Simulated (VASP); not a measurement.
# BaSrTi2O6 (P4/mmm) in VASP: band structure with PBEsol

Aim: the band structure of BaSrTi2O6 with PBEsol.

Everything below comes from runs of VASP 6.6.1. Logs are shortened: lines on timing, memory, paths and dates and some standing lists are left out, and cuts for length are marked.

### 1 Starting point

It takes space group P4/mmm (No. 123, tetragonal). Conventional cell: a = 5.574 Å, b = 5.574 Å, c = 3.936 Å, α = 90.00°, β = 90.00°, γ = 90.00°. Sr (site symmetry 4/mmm) is surrounded by 12 O at 2.76 to 2.79 Å. Around Ba (site symmetry 4/mmm) lie 12 O at 2.79 to 2.81 Å. Ti (site symmetry mmm) is surrounded by 6 O at 1.97 Å. Around O (site symmetry m2m) lie 2 Ti at 1.97 Å. O (site symmetry mmm) is surrounded by 2 Ti at 1.97 Å.

The cell was built by a generator and needn't be a form met in nature.

### 2 Band structure, PBEsol

File INCAR:

```
ALGO = Normal ; EDIFF = 1E-6
ENCUT = 520 ; GGA = PS
ICORELEVEL = 1 ; ISIF = 2
ISMEAR = 0 ; LASPH = True
LCHARG = False ; LMAXMIX = 4
LREAL = False ; LUSENCCL = False
LWAVE = False ; NBANDS = 96
NELM = 80 ; PREC = Accurate
SIGMA = 0.03
```

File KPOINTS:

```
k-points
0
Gamma
  6 6 6
```

File POSCAR:

```
BaSrTi2O6                               
1.0
   -3.9416003592      3.9416003592      3.9359079251
    3.9416003592     -3.9416003592      3.9359079251
    3.9416003592      3.9416003592     -3.9359079251
  Sr              Ba              Ti              O             
     2     2     4    12
Direct
     0.5000000000000000    0.5000000000000000    0.5000000000000000
     1.0000000000000000    0.0000000000000000    0.5000000000000000
     1.0000000000000000    0.5000000000000000    1.0000000000000000
     0.5000000000000000    0.0000000000000000    1.0000000000000000
     1.0000000000000000    0.0000000000000000    1.0000000000000000
     0.5000000000000000    0.5000000000000000    1.0000000000000000
     0.5000000000000000    0.0000000000000000    0.5000000000000000
     1.0000000000000000    0.5000000000000000    0.5000000000000000
     0.0040447230148906    0.2500000000000000    0.2540447230148906
     0.5040447230148906    0.7500000000000000    0.2540447230148906
     0.4959552769851094    0.2500000000000000    0.7459552769851094
     0.9959552769851094    0.7500000000000000    0.7459552769851094
     0.2500000000000000    0.0040447230148906    0.2540447230148906
     0.7500000000000000    0.5040447230148906    0.2540447230148906
     0.7500000000000000    0.9959552769851094    0.7459552769851094
     0.2500000000000000    0.4959552769851094    0.7459552769851094
     0.2500000000000000    0.2500000000000000    1.0000000000000000
     0.7500000000000000    0.7500000000000000    1.0000000000000000
     0.7500000000000000    0.2500000000000000    0.5000000000000000
     0.2500000000000000    0.7500000000000000    0.5000000000000000
```

File KPOINTS_OPT:

```
explicit points
4
Reciprocal
 0.0000000000  0.0000000000  0.0000000000 1
 0.5000000000 -0.5000000000  0.5000000000 1
 0.2500000000  0.2500000000  0.2500000000 1
 0.0000000000  0.0000000000  0.5000000000 1
```

Potentials or basis: VASP PAW PBE potentials, release 64 (Sr_sv, Ba_sv, Ti_sv, O).

Run with:

```bash
$ cat potpaw_PBE.64/Sr_sv/POTCAR potpaw_PBE.64/Ba_sv/POTCAR potpaw_PBE.64/Ti_sv/POTCAR potpaw_PBE.64/O/POTCAR > POTCAR
$ mpirun -np 1 vasp_std > vasp.out
```

OUTCAR:

```text
EDIFF = 1E-6
   ENCUT = 520
   GGA = PS
   ISIF = 2
   ISMEAR = 0
   LASPH = True
   LREAL = False
   NELM = 80
   PREC = Accurate

 ion  position               nearest neighbor table
   1  0.500  0.500  0.500-   9 2.76  12 2.76  13 2.76  15 2.76  11 2.76  14 2.76  10 2.76  16 2.76
                            18 2.79  19 2.79  20 2.79  17 2.79   5 3.41   6 3.41   7 3.41   6 3.41
   2  0.000  0.000  0.500-  10 2.76  11 2.76  14 2.76  16 2.76  13 2.76   9 2.76  15 2.76  12 2.76
                            17 2.79  19 2.79  20 2.79  18 2.79   5 3.41   6 3.41   7 3.41   5 3.41
   3  0.000  0.500  0.000-  17 2.79  18 2.79  20 2.79  19 2.79  10 2.81  13 2.81  15 2.81  11 2.81
                            14 2.81  16 2.81   9 2.81  12 2.81   7 3.41   8 3.41   8 3.41   5 3.41
   4  0.500  0.000  0.000-  17 2.79  18 2.79  19 2.79  20 2.79   9 2.81  14 2.81  16 2.81  12 2.81
                            13 2.81  15 2.81  10 2.81  11 2.81   7 3.41   7 3.41   8 3.41   6 3.41
   5  0.000  0.000  0.000-  17 1.97  18 1.97  13 1.97  15 1.97   9 1.97  12 1.97   3 3.41   4 3.41
                             1 3.41   2 3.41   2 3.41   3 3.41   4 3.41   1 3.41
   6  0.500  0.500  0.000-  17 1.97  18 1.97  14 1.97  16 1.97  10 1.97  11 1.97   3 3.41   4 3.41
                             1 3.41   2 3.41   1 3.41   4 3.41   3 3.41   2 3.41
   7  0.500  0.000  0.500-  19 1.97  20 1.97  13 1.97  15 1.97  10 1.97  11 1.97   3 3.41   4 3.41
                             1 3.41   2 3.41   4 3.41   1 3.41   2 3.41   3 3.41
   8  0.000  0.500  0.500-  19 1.97  20 1.97  14 1.97  16 1.97   9 1.97  12 1.97   3 3.41   4 3.41
                             1 3.41   2 3.41   3 3.41   2 3.41   1 3.41   4 3.41
   9  0.004  0.250  0.254-   5 1.97   8 1.97   1 2.76   2 2.76   4 2.81   3 2.81
  10  0.504  0.750  0.254-   6 1.97   7 1.97   2 2.76   1 2.76   3 2.81   4 2.81
  11  0.496  0.250  0.746-   6 1.97   7 1.97   2 2.76   1 2.76   3 2.81   4 2.81
  12  0.996  0.750  0.746-   5 1.97   8 1.97   1 2.76   2 2.76   4 2.81   3 2.81
  13  0.250  0.004  0.254-   5 1.97   7 1.97   1 2.76   2 2.76   3 2.81   4 2.81
  14  0.750  0.504  0.254-   6 1.97   8 1.97   2 2.76   1 2.76   4 2.81   3 2.81
  15  0.750  0.996  0.746-   5 1.97   7 1.97   1 2.76   2 2.76   3 2.81   4 2.81
  16  0.250  0.496  0.746-   6 1.97   8 1.97   2 2.76   1 2.76   4 2.81   3 2.81
  17  0.250  0.250  0.000-   5 1.97   6 1.97   4 2.79   1 2.79   3 2.79   2 2.79
  18  0.750  0.750  0.000-   5 1.97   6 1.97   4 2.79   2 2.79   3 2.79   1 2.79
  19  0.750  0.250  0.500-   7 1.97   8 1.97   3 2.79   1 2.79   2 2.79   4 2.79
  20  0.250  0.750  0.500-   7 1.97   8 1.97   4 2.79   1 2.79   2 2.79   3 2.79

  LATTYP: Found a body centered tetragonal cell.
 ALAT       =     7.8832007184
 C/A-ratio  =     0.9985558064

  Lattice vectors:

 A1 = (  -3.9416003592,   3.9416003592,   3.9359079251)
 A2 = (   3.9416003592,  -3.9416003592,   3.9359079251)
 A3 = (   3.9416003592,   3.9416003592,  -3.9359079251)

Analysis of symmetry for initial positions (statically):
=====================================================================
 Subroutine PRICEL returns following result:

  LATTYP: Found a simple tetragonal cell.
 ALAT       =     5.5742646854
 C/A-ratio  =     0.7060855821

  Lattice vectors:

 A1 = (   3.9416003592,  -3.9416003592,   0.0000000000)
 A2 = (   3.9416003592,   3.9416003592,   0.0000000000)
 A3 = (   0.0000000000,   0.0000000000,   3.9359079251)

   2 primitive cells build up your supercell.

 Routine SETGRP: Setting up the symmetry group for a
 body centered tetragonal supercell.

 Subroutine GETGRP returns: Found 16 space group operations
 (whereof  8 operations were pure point group operations)
 out of a pool of 16 trial point group operations.

The static configuration has the point symmetry D_2h.
 The point group associated with its full space group is D_4h.

Analysis of symmetry for dynamics (positions and initial velocities):
=====================================================================
 Subroutine PRICEL returns following result:

  LATTYP: Found a simple tetragonal cell.
 ALAT       =     5.5742646854
 C/A-ratio  =     0.7060855821

  Lattice vectors:

 A1 = (   3.9416003592,  -3.9416003592,   0.0000000000)
 A2 = (   3.9416003592,   3.9416003592,   0.0000000000)
 A3 = (   0.0000000000,   0.0000000000,   3.9359079251)

   2 primitive cells build up your supercell.

 Routine SETGRP: Setting up the symmetry group for a
 body centered tetragonal supercell.

 Subroutine GETGRP returns: Found 16 space group operations
 (whereof  8 operations were pure point group operations)
 out of a pool of 16 trial point group operations.

The dynamic configuration has the point symmetry D_2h.
 The point group associated with its full space group is D_4h.

 Subroutine INISYM returns: Found 16 space group operations
 (whereof  8 operations are pure point group operations),
 and found     2 'primitive' translations

[... 94 lines left out ...]
   total plane-waves  NPLWV = 157464
   dimension x,y,z NGX =    54 NGY =   54 NGZ =   54
   dimension x,y,z NGXF=   108 NGYF=  108 NGZF=  108
   ions per type =               2   2   4  12
   NGX,Y,Z   is equivalent  to a cutoff of  13.16, 13.16, 13.16 a.u.
   NGXF,Y,Z  is equivalent  to a cutoff of  26.31, 26.31, 26.31 a.u.
 SYSTEM =  unknown system
   PREC   = accura    normal or accurate (medium, high low for compatibility)
   ISTART =      0    job   : 0-new  1-cont  2-samecut
   ICHARG =      2    charge: 1-file 2-atom 10-const
   ISPIN  =      1    spin polarized calculation?
   LNONCOLLINEAR =      F non collinear calculations
   LSORBIT =      F    spin-orbit coupling
   LASPH  =      T    aspherical Exc in radial PAW
   ENCUT  =  520.0 eV  38.22 Ry    6.18 a.u.  12.69 12.69 12.69*2*pi/ulx,y,z
   NELM   =     80;   NELMIN=  2; NELMDL= -5     # of ELM steps
   EDIFF  = 0.1E-05   stopping-criterion for ELM
   LREAL  =      F    real-space projection
   EDIFFG = 0.1E-04   stopping-criterion for IOM
   NSW    =      0    number of steps for IOM
   IBRION =     -1    ionic relax: 0-MD 1-quasi-New 2-CG
   NFREE  =      0    steps in history (QN), initial steepest desc. (CG)
   ISIF   =      2    stress and relaxation
   ISYM   =      2    0-nonsym 1-usesym 2-fastsym
   POTIM  = 0.5000    time-step for ionic-motion
   TEBEG  =    0.0;   TEEND  =   0.0 temperature during run
   PSTRESS=    0.0 pullay stress
   NELECT =     160.0000    total number of electrons
   NUPDOWN=      -1.0000    fix difference up-down
   EMIN   =  10.00;   EMAX   =-10.00  energy-range for DOS
   EFERMI =   0.00;   METHOD = LEGACY
   ISMEAR =     0;   SIGMA  =   0.03  broadening in eV -4-tet -1-fermi 0-gaus
   EFERMI_NEDOS =   21; number of points for ismear=-14 and -15
   IALGO  =     38    algorithm
   IMIX   =      4    mixing-type and parameters
     AMIX     =   0.40;   BMIX     =  1.00
     AMIX_MAG =   1.60;   BMIX_MAG =  1.00
  volume/ion in A,a.u.               =      12.23        82.53
  Fermi-wavevector in a.u.,A,eV,Ry     =   1.421122  2.685532 27.478172  2.019589
  Thomas-Fermi vector in A             =   2.541965
   LORBIT       =      0    0 simple, 1 ext, 2 COOP (PROOUT), +10 PAW based schemes
   GGA     = PS    functional components
   LHFCALC =     F    Hartree Fock is set to
   AEXX    =    0.0000 exact exchange contribution
   IVDW    =     0    specifies the selected vdW correction
   LEPSILON=     F    determine dielectric tensor
   LRPA    =     F    only Hartree local field effects (RPA)
 non-spin polarized calculation
 Gauss-broadening in eV      SIGMA  =   0.03
  energy-cutoff  :      520.00
  volume of cell :      244.60
 maximum number of plane-waves:      6615
 NGX is ok and might be reduce to    54
   NGX = 25   NGY = 25   NGZ = 25

 number of electron     160.0000015 magnetization

 Free energy of the ion-electron system (eV)
  ---------------------------------------------------
  ext. energy  EPLUGINS =         0.00000000
  ---------------------------------------------------
  free energy    TOTEN  =      -167.90895211 eV

  energy without entropy =     -167.90895211  energy(sigma->0) =     -167.90895211

 the core state eigenenergies are
   1-  1s -15922.9265  2s  -2145.4975  2p  -1904.8885  3s   -321.5071  3p   -243.8771
       3d   -115.7733
   2-  1s -15922.9265  2s  -2145.4975  2p  -1904.8885  3s   -321.5071  3p   -243.8771
       3d   -115.7733
   3-  1s -37236.1054  2s  -5873.6137  2p  -5264.8186  3s  -1229.1651  3p  -1034.0984
       3d   -751.0500  4s   -230.3306  4p   -167.4400  4d    -76.1854
   4-  1s -37236.1054  2s  -5873.6137  2p  -5264.8186  3s  -1229.1651  3p  -1034.0984
       3d   -751.0500  4s   -230.3306  4p   -167.4400  4d    -76.1854
   5-  1s  -4858.6457  2s   -527.6950  2p   -434.9471
   6-  1s  -4858.6457  2s   -527.6950  2p   -434.9471
   7-  1s  -4858.6457  2s   -527.6950  2p   -434.9471
   8-  1s  -4858.6457  2s   -527.6950  2p   -434.9471
   9-  1s   -500.3979
  10-  1s   -500.3979
  11-  1s   -500.3979
  12-  1s   -500.3979
  13-  1s   -500.3979
  14-  1s   -500.3979
  15-  1s   -500.3979
  16-  1s   -500.3979
  17-  1s   -500.4015
  18-  1s   -500.4015
  19-  1s   -500.4015
  20-  1s   -500.4015

 E-fermi :   4.2340     XC(G=0): -11.5862

 val. band max:        3.9426427931   @ k =   0.5000   0.5000   0.5000
 cond. band min:       5.7039532024   @ k =   0.0000   0.0000   0.0000
 fundamental gap:      1.7613104094
 Fermi energy:         4.2340246299

 k-point     1 :       0.0000    0.0000    0.0000
  band No.  band energies     occupation
      1     -52.3022      2.00000
      2     -52.2995      2.00000
      3     -52.2994      2.00000
      4     -52.2994      2.00000
      5     -28.7153      2.00000
      6     -28.7151      2.00000
[... 2269 lines left out ...]
     91       7.9185      0.00000
     92       8.1132      0.00000

 [... further k-points ...]

 [bands above 92 left out]

------------------------ aborting loop because EDIFF is reached ----------------------------------------

  FORCE on cell =-STRESS in cart. coord.  units (eV):
  Direction    XX          YY          ZZ          XY          YZ          ZX
  --------------------------------------------------------------------------------------
  -------------------------------------------------------------------------------------
  Total        0.2305314      0.2305314      0.1845738      0.0000000      0.0000000      0.0000000
  in kB        1.5100473      1.5100473      1.2090117      0.0000000      0.0000000      0.0000000
  external PRESSURE =       1.4097021 kB  Pullay stress =       0.0000000 kB

 VOLUME and BASIS-vectors are now :
 -----------------------------------------------------------------------------
  energy-cutoff  :      520.00
  volume of cell :      244.60
      direct lattice vectors                 reciprocal lattice vectors
    -3.941600359  3.941600359  3.935907925     0.000000000  0.126852028  0.127035492
     3.941600359 -3.941600359  3.935907925     0.126852028  0.000000000  0.127035492
     3.941600359  3.941600359 -3.935907925     0.126852028  0.126852028  0.000000000

 POSITION                                       TOTAL-FORCE (eV/Angst)
 -----------------------------------------------------------------------------------
      1.97080      1.97080      1.96795        -0.000000     -0.000000     -0.000000
      1.97080      1.97080     -1.96795        -0.000000     -0.000000     -0.000000
      1.97080     -1.97080      1.96795         0.000000     -0.000000     -0.000000
     -1.97080      1.97080      1.96795        -0.000000     -0.000000     -0.000000
      0.00000      0.00000      0.00000         0.000000     -0.000000     -0.000000
      0.00000      0.00000      3.93591         0.000000     -0.000000     -0.000000
[... 12 lines left out ...]
      0.00000      3.94160      1.96795        -0.000000     -0.000000     -0.000000
      3.94160      0.00000      1.96795         0.000000     -0.000000     -0.000000
 -----------------------------------------------------------------------------------
    total drift:                                0.000000      0.000000     -0.000000

  FREE ENERGIE OF THE ION-ELECTRON SYSTEM (eV)
  ---------------------------------------------------
  free  energy   TOTEN  =      -167.9089521103 eV

  energy  without entropy=     -167.9089521103  energy(sigma->0) =     -167.90895211
```

Run time: 6.2 min. Hardware: 1 × NVIDIA H100 80GB with 1 thread of AMD EPYC 7R13 (Zen 3), shared host; peak memory 2.1 GiB.

Results:

| Item | Value |
| --- | --- |
| Free energy | -167.9090 eV |
| Pressure | 0.1 GPa |
| Band gap on the k mesh | 1.76 eV |
| Band gap along the path | 1.76 eV |

Levels at points of the mesh, in eV from the valence-band top:
```
           k point  band 78  band 79  band 80  band 81  band 82  band 83
(0.00, 0.00, 0.00)    -0.12    -0.10    -0.07     1.76     1.77     1.77
(0.50, 0.00, 0.00)    -0.61    -0.53    -0.53     2.78     2.78     2.93
(0.50, 0.50, 0.00)    -0.56    -0.51    -0.50     2.74     2.81     2.89
(0.50, 0.50, 0.50)     0.00     0.00     0.00     1.92     1.94     1.97
```

Core levels (eV, on the scale of the bands):
```tsv
atom	levels
1 Sr	1s -15922.9, 2s -2145.5, 2p -1904.9, 3s -321.5, 3p -243.9, 3d -115.8
2 Sr	1s -15922.9, 2s -2145.5, 2p -1904.9, 3s -321.5, 3p -243.9, 3d -115.8
3 Ba	1s -37236.1, 2s -5873.6, 2p -5264.8, 3s -1229.2, 3p -1034.1, 3d -751.0, 4s -230.3, 4p -167.4, 4d -76.2
4 Ba	1s -37236.1, 2s -5873.6, 2p -5264.8, 3s -1229.2, 3p -1034.1, 3d -751.0, 4s -230.3, 4p -167.4, 4d -76.2
5 Ti	1s -4858.6, 2s -527.7, 2p -434.9
6 Ti	1s -4858.6, 2s -527.7, 2p -434.9
```

Caveat: the PAW data sets were made with another functional, which shifts forces and pressure a little; spin-orbit coupling is left out, which moves the levels of the heavy elements.
